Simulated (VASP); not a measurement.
Crystal: SiC.

```
Si C
1.0
     3.07898    0.00000    0.00000
    -1.53949    2.66648    0.00000
     0.00000    0.00000   10.07959
Si C
4 4
Direct
  0.66667 0.33333 0.93783
  0.33333 0.66667 0.43783
  0.00000 0.00000 0.68790
  0.00000 0.00000 0.18790
  0.66667 0.33333 0.74981
  0.33333 0.66667 0.24981
  0.00000 0.00000 0.50046
  0.00000 0.00000 0.00046
```

The cell is a database's computed one.

Base run:

- Program: VASP 6.6.1
- Functional: TB-mBJ
- Potentials or basis: VASP PAW PBE potentials, release 64 (Si, C)
- Cutoff: 520 eV
- k mesh: 12 × 12 × 3
- Occupations: gaussian, width 0.03 eV
- Spin: no spin polarisation

Its results: band gap on the k mesh 3.18 eV, indirect (least direct gap 4.34 eV).

After a change of settings the same cell gave: band gap on the k mesh 2.61 eV, indirect (least direct gap 3.79 eV). Which change was it?
A. functional from TB-mBJ to LDA; potentials or basis from VASP PAW PBE potentials, release 64 (Si, C) to VASP PAW LDA potentials, release 64 (Si, C)
B. functional from TB-mBJ to r2SCAN
C. functional from TB-mBJ to PBE
D. functional from TB-mBJ to PBE; further incar settings from ALGO = Normal; EDIFF = 1e-07; NBANDS = 26 to ALGO = Normal; EDIFF = 1e-07; NBANDS = 48

B.
